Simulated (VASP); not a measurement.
# GaAs (F-43m) in VASP: a series of runs

The runs below take GaAs through single point, with PBE.

All numbers are computed with VASP 6.6.1; they aren't measurements. Logs are shortened: lines on timing, memory, paths and dates and some standing lists are left out, and cuts for length are marked.

**Measured values to compare with.**

From “Evidence of valence band perturbations in GaAsN/GaAs(001): A combined variable-angle spectroscopic ellipsometry and modulated photoreflectance investigation”, 2008, arxiv:0805.2212, for a bulk crystal of GaAs at 300 K: band gap 1.418 ± 0.005 eV (direct); band gap 1.412 ± 0.01 eV (direct).

The results are compared with them further down.

### Step 1. Starting point

Symmetry: F-43m, No. 216, cubic system. Conventional cell: a = 5.654 Å, b = 5.654 Å, c = 5.654 Å, α = 90.00°, β = 90.00°, γ = 90.00°. Around Ga (site symmetry -43m) lie 4 As at 2.45 Å. As (site symmetry -43m) has 4 Ga at 2.45 Å as nearest neighbours.

### Step 2. Single point, PBE

Input file INCAR:

```
PREC = Accurate
ENCUT = 520
EDIFF = 1E-7
ISMEAR = 0
SIGMA = 0.02
LREAL = False
LASPH = True
NELM = 100
ALGO = Normal
ISIF = 2
LWAVE = False
LCHARG = False
GGA = PE
NBANDS = 16
```

Input file KPOINTS:

```
Automatic mesh
0
Gamma
  10 10 10
```

Input file POSCAR:

```
GaAs
1.0
    0.0000000000      2.8268500000      2.8268500000
    2.8268500000      0.0000000000      2.8268500000
    2.8268500000      2.8268500000      0.0000000000
Ga As
1 1
Direct
    0.0000000000      0.0000000000      0.0000000000
    0.2500000000      0.2500000000      0.2500000000
```

Potentials or basis: VASP PAW PBE potentials, release 64 (Ga_d, As).

Launch:

```sh
$ cat potpaw_PBE.64/Ga_d/POTCAR potpaw_PBE.64/As/POTCAR > POTCAR
$ mpirun -np 1 vasp_std > vasp.out
```

OUTCAR:

```text
PREC = Accurate
   ENCUT = 520
   EDIFF = 1E-7
   ISMEAR = 0
   LREAL = False
   LASPH = True
   NELM = 100
   ISIF = 2
   GGA = PE

 ion  position               nearest neighbor table
   1  0.000  0.000  0.000-   2 2.45   2 2.45   2 2.45   2 2.45
   2  0.250  0.250  0.250-   1 2.45   1 2.45   1 2.45   1 2.45

  LATTYP: Found a face centered cubic cell.
 ALAT       =     5.6537000000

  Lattice vectors:

 A1 = (   0.0000000000,   2.8268500000,   2.8268500000)
 A2 = (   2.8268500000,   0.0000000000,   2.8268500000)
 A3 = (   2.8268500000,   2.8268500000,   0.0000000000)

Analysis of symmetry for initial positions (statically):
=====================================================================
 Subroutine PRICEL returns:
 Original cell was already a primitive cell.

 Routine SETGRP: Setting up the symmetry group for a
 face centered cubic supercell.

 Subroutine GETGRP returns: Found 24 space group operations
 (whereof 24 operations were pure point group operations)
 out of a pool of 48 trial point group operations.

The static configuration has the point symmetry T_d .

Analysis of symmetry for dynamics (positions and initial velocities):
=====================================================================
 Subroutine PRICEL returns:
 Original cell was already a primitive cell.

 Routine SETGRP: Setting up the symmetry group for a
 face centered cubic supercell.

 Subroutine GETGRP returns: Found 24 space group operations
 (whereof 24 operations were pure point group operations)
 out of a pool of 48 trial point group operations.

The dynamic configuration has the point symmetry T_d .

 Subroutine INISYM returns: Found 24 space group operations
 (whereof 24 operations are pure point group operations),
 and found     1 'primitive' translations

----------------------------------------------------------------------------------------

                                     Primitive cell

  volume of cell :      45.1792

  direct lattice vectors                    reciprocal lattice vectors
     0.000000000  2.826850000  2.826850000    -0.176875321  0.176875321  0.176875321
     2.826850000  0.000000000  2.826850000     0.176875321 -0.176875321  0.176875321
     2.826850000  2.826850000  0.000000000     0.176875321  0.176875321 -0.176875321

  length of vectors
     3.997769609  3.997769609  3.997769609     0.306357042  0.306357042  0.306357042

  position of ions in fractional coordinates (direct lattice)
     0.000000000  0.000000000  0.000000000
     0.250000000  0.250000000  0.250000000

  ion indices of the primitive-cell ions
   primitive index   ion index
                 1           1
                 2           2

----------------------------------------------------------------------------------------

 KPOINTS: Automatic mesh

Automatic generation of k-mesh.
 Grid dimensions read from file:
 generate k-points for:   10   10   10

 Generating k-lattice:

  Cartesian coordinates                     Fractional coordinates (reciprocal lattice)
    -0.017687532  0.017687532  0.017687532     0.100000000  0.000000000  0.000000000
     0.017687532 -0.017687532  0.017687532     0.000000000  0.100000000  0.000000000
     0.017687532  0.017687532 -0.017687532     0.000000000  0.000000000  0.100000000

  Length of vectors
     0.030635704  0.030635704  0.030635704

  Shift w.r.t. Gamma in fractional coordinates (k-lattice)
     0.000000000  0.000000000  0.000000000

 Subroutine IBZKPT returns following result:
 ===========================================

 Found     47 irreducible k-points:

 Following reciprocal coordinates:
            Coordinates               Weight
  0.000000  0.000000  0.000000      1.000000
  0.100000  0.000000  0.000000      8.000000
  0.200000  0.000000  0.000000      8.000000
  0.300000  0.000000  0.000000      8.000000
  0.400000  0.000000  0.000000      8.000000
  0.500000  0.000000  0.000000      4.000000
[... 16 lines left out ...]
  0.300000  0.300000  0.000000      6.000000
  0.400000  0.300000  0.000000     24.000000
 [... further k-points ...]
   k-points           NKPTS =     47   k-points in BZ     NKDIM =     47   number of bands    NBANDS=     16
   number of dos      NEDOS =    301   number of ions     NIONS =      2
   total plane-waves  NPLWV =  27000
   dimension x,y,z NGX =    30 NGY =   30 NGZ =   30
   dimension x,y,z NGXF=    60 NGYF=   60 NGZF=   60
   ions per type =               1   1
   NGX,Y,Z   is equivalent  to a cutoff of  12.48, 12.48, 12.48 a.u.
   NGXF,Y,Z  is equivalent  to a cutoff of  24.95, 24.95, 24.95 a.u.
 SYSTEM =  unknown system
   PREC   = accura    normal or accurate (medium, high low for compatibility)
   ISTART =      0    job   : 0-new  1-cont  2-samecut
   ICHARG =      2    charge: 1-file 2-atom 10-const
   ISPIN  =      1    spin polarized calculation?
   LNONCOLLINEAR =      F non collinear calculations
   LSORBIT =      F    spin-orbit coupling
   LASPH  =      T    aspherical Exc in radial PAW
   ENCUT  =  520.0 eV  38.22 Ry    6.18 a.u.   7.43  7.43  7.43*2*pi/ulx,y,z
   NELM   =    100;   NELMIN=  2; NELMDL= -5     # of ELM steps
   EDIFF  = 0.1E-06   stopping-criterion for ELM
   LREAL  =      F    real-space projection
   EDIFFG = 0.1E-05   stopping-criterion for IOM
   NSW    =      0    number of steps for IOM
   IBRION =     -1    ionic relax: 0-MD 1-quasi-New 2-CG
   NFREE  =      0    steps in history (QN), initial steepest desc. (CG)
   ISIF   =      2    stress and relaxation
   ISYM   =      2    0-nonsym 1-usesym 2-fastsym
   POTIM  = 0.5000    time-step for ionic-motion
   TEBEG  =    0.0;   TEEND  =   0.0 temperature during run
   PSTRESS=    0.0 pullay stress
   NELECT =      18.0000    total number of electrons
   NUPDOWN=      -1.0000    fix difference up-down
   EMIN   =  10.00;   EMAX   =-10.00  energy-range for DOS
   EFERMI =   0.00;   METHOD = LEGACY
   ISMEAR =     0;   SIGMA  =   0.02  broadening in eV -4-tet -1-fermi 0-gaus
   EFERMI_NEDOS =   21; number of points for ismear=-14 and -15
   IALGO  =     38    algorithm
   IMIX   =      4    mixing-type and parameters
     AMIX     =   0.40;   BMIX     =  1.00
     AMIX_MAG =   1.60;   BMIX_MAG =  1.00
  volume/ion in A,a.u.               =      22.59       152.44
  Fermi-wavevector in a.u.,A,eV,Ry     =   1.204628  2.276417 19.743799  1.451128
  Thomas-Fermi vector in A             =   2.340347
   LORBIT       =      0    0 simple, 1 ext, 2 COOP (PROOUT), +10 PAW based schemes
   GGA     = PE    functional components
   LHFCALC =     F    Hartree Fock is set to
   AEXX    =    0.0000 exact exchange contribution
   IVDW    =     0    specifies the selected vdW correction
   LEPSILON=     F    determine dielectric tensor
   LRPA    =     F    only Hartree local field effects (RPA)
 non-spin polarized calculation
 Gauss-broadening in eV      SIGMA  =   0.02
  energy-cutoff  :      520.00
  volume of cell :       45.18
 maximum number of plane-waves:      1243
 NGX is ok and might be reduce to    30
   NGX = 15   NGY = 15   NGZ = 15

 number of electron      17.9999995 magnetization

 Free energy of the ion-electron system (eV)
  ---------------------------------------------------
  ext. energy  EPLUGINS =         0.00000000
  ---------------------------------------------------
  free energy    TOTEN  =        -8.25086695 eV

  energy without entropy =       -8.25086695  energy(sigma->0) =       -8.25086695

 E-fermi :   4.0746     XC(G=0):  -9.5881

 val. band max:        3.9312044654   @ k =   0.0000   0.0000   0.0000
 cond. band min:       4.4518661543   @ k =   0.0000   0.0000   0.0000
 fundamental gap:      0.5206616889
 Fermi energy:         4.0745618054

 k-point     1 :       0.0000    0.0000    0.0000
  band No.  band energies     occupation
      1     -10.8751      2.00000
      2     -10.8751      2.00000
      3     -10.8751      2.00000
      4     -10.7959      2.00000
      5     -10.7959      2.00000
      6      -8.7943      2.00000
[... 8 lines left out ...]
     15      14.0542      0.00000
     16      14.0542      0.00000

 k-point     2 :       0.1000    0.0000    0.0000
  band No.  band energies     occupation
      1     -10.8840      2.00000
      2     -10.8728      2.00000
      3     -10.8728      2.00000
      4     -10.7961      2.00000
      5     -10.7961      2.00000
      6      -8.6767      2.00000
[... 8 lines left out ...]
     15      13.3840      0.00000
     16      13.3840      0.00000

 k-point     3 :       0.2000    0.0000    0.0000
  band No.  band energies     occupation
      1     -10.9057      2.00000
      2     -10.8671      2.00000
      3     -10.8671      2.00000
      4     -10.7960      2.00000
      5     -10.7960      2.00000
      6      -8.3391      2.00000
[... 8 lines left out ...]
     15      12.8918      0.00000
     16      13.0005      0.00000

 k-point     4 :       0.3000    0.0000    0.0000
  band No.  band energies     occupation
      1     -10.9300      2.00000
      2     -10.8610      2.00000
      3     -10.8610      2.00000
      4     -10.7949      2.00000
      5     -10.7949      2.00000
      6      -7.8335      2.00000
[... 8 lines left out ...]
     15      13.2673      0.00000
     16      13.2673      0.00000
[... 324 lines left out ...]
 k-point    22 :      -0.2000    0.2000    0.0000
  band No.  band energies     occupation
      1     -10.9368      2.00000
      2     -10.8576      2.00000
      3     -10.8558      2.00000
      4     -10.7989      2.00000
      5     -10.7940      2.00000
      6      -7.6594      2.00000
[... 8 lines left out ...]
     15      14.5514      0.00000
     16      15.2775      0.00000

 k-point    23 :       0.3000    0.3000    0.0000
  band No.  band energies     occupation
      1     -10.9545      2.00000
      2     -10.8435      2.00000
      3     -10.8435      2.00000
      4     -10.8117      2.00000
      5     -10.7876      2.00000
      6      -7.4981      2.00000
[... 8 lines left out ...]
     15      15.4884      0.00000
     16      16.4023      0.00000

 k-point    24 :       0.4000    0.3000    0.0000
  band No.  band energies     occupation
      1     -10.9667      2.00000
      2     -10.8391      2.00000
      3     -10.8376      2.00000
      4     -10.8136      2.00000
      5     -10.7864      2.00000
      6      -7.0587      2.00000
[... 8 lines left out ...]
     15      16.1929      0.00000
     16      16.7784      0.00000

 [... further k-points ...]

------------------------ aborting loop because EDIFF is reached ----------------------------------------

  FORCE on cell =-STRESS in cart. coord.  units (eV):
  Direction    XX          YY          ZZ          XY          YZ          ZX
  --------------------------------------------------------------------------------------
  -------------------------------------------------------------------------------------
  Total        0.9810409      0.9810409      0.9810409      0.0000000      0.0000000     -0.0000000
  in kB       34.7903992     34.7903992     34.7903992      0.0000000      0.0000000     -0.0000000
  external PRESSURE =      34.7903992 kB  Pullay stress =       0.0000000 kB

 VOLUME and BASIS-vectors are now :
 -----------------------------------------------------------------------------
  energy-cutoff  :      520.00
  volume of cell :       45.18
      direct lattice vectors                 reciprocal lattice vectors
     0.000000000  2.826850000  2.826850000    -0.176875321  0.176875321  0.176875321
     2.826850000  0.000000000  2.826850000     0.176875321 -0.176875321  0.176875321
     2.826850000  2.826850000  0.000000000     0.176875321  0.176875321 -0.176875321

 POSITION                                       TOTAL-FORCE (eV/Angst)
 -----------------------------------------------------------------------------------
      0.00000      0.00000      0.00000        -0.000000     -0.000000     -0.000000
      1.41342      1.41342      1.41342         0.000000      0.000000      0.000000
 -----------------------------------------------------------------------------------
    total drift:                                0.000002      0.000002      0.000002

  FREE ENERGIE OF THE ION-ELECTRON SYSTEM (eV)
  ---------------------------------------------------
  free  energy   TOTEN  =        -8.2508669535 eV

  energy  without entropy=       -8.2508669535  energy(sigma->0) =       -8.25086695
```

Wall time 32 s (1 thread of Intel Xeon Platinum 8259CL at 2.50GHz (Skylake/Cascade Lake), shared host); peak memory 0.19 GiB.

Results:

- Free energy: -8.2509 eV
- Pressure: 3.5 GPa
- Band gap on the k mesh: 0.52 eV, direct

### Step 3. Single point, PBE

INCAR is that of step 2.

Input file KPOINTS:

```
Automatic mesh
0
Gamma
  14 14 14
```

POSCAR is that of step 2.

Potentials or basis: VASP PAW PBE potentials, release 64 (Ga_d, As).

Launch:

```sh
$ cat potpaw_PBE.64/Ga_d/POTCAR potpaw_PBE.64/As/POTCAR > POTCAR
$ mpirun -np 1 vasp_std > vasp.out
```

It took 65 s on 1 thread of Intel Xeon Platinum 8259CL at 2.50GHz (Skylake/Cascade Lake), shared host; peak memory 0.22 GiB.

The run converged. Its results:

```
Free energy            : -8.2520 eV
Pressure               : 3.5 GPa
Band gap on the k mesh : 0.52 eV, direct
```

Levels at points of the mesh, in eV from the valence-band top:
```
           k point  band 5  band 6  band 7  band 8  band 9  band 10  band 11  band 12  band 13  band 14
(0.00, 0.00, 0.00)  -14.73  -12.73    0.00    0.00    0.00     0.52     3.73     3.73     3.73     7.59
(0.50, 0.00, 0.00)  -14.72  -10.96   -6.64   -1.14   -1.14     1.00     4.64     4.64     7.75    10.40
(0.50, 0.50, 0.00)  -14.71  -10.22   -6.82   -2.68   -2.68     1.46     1.65    10.17    10.17    10.98
```

### Step 4. Comparison with measurements

Step 2. Measured gap of GaAs: 1.418 eV (direct; 300 K; “Evidence of valence band perturbations in GaAsN/GaAs(001): A combined variable-angle spectroscopic ellipsometry and modulated photoreflectance investigation”, 2008, arxiv:0805.2212). This calculation gives 0.52 eV (-0.90 eV). 3 values of this kind are on record (1.412 to 1.51 eV); this one was drawn at random among those near their median, those with a stated uncertainty first. Spin-orbit coupling on As, Ga is left out. The value is that of PBE on a finite k mesh, which can miss the band edges, without temperature or zero-point motion. Semilocal functionals fall short of measured gaps as a rule.

Step 3. A measured gap of GaAs is 1.412 eV (direct; 300 K; “Evidence of valence band perturbations in GaAsN/GaAs(001): A combined variable-angle spectroscopic ellipsometry and modulated photoreflectance investigation”, 2008, arxiv:0805.2212); the calculated 0.52 eV misses it by -0.89 eV. 3 values of this kind are on record (1.412 to 1.51 eV); this one was drawn at random among those near their median, those with a stated uncertainty first. Spin-orbit coupling on As, Ga is left out. The value is that of PBE on a finite k mesh, which can miss the band edges, without temperature or zero-point motion. Semilocal functionals fall short of measured gaps as a rule.
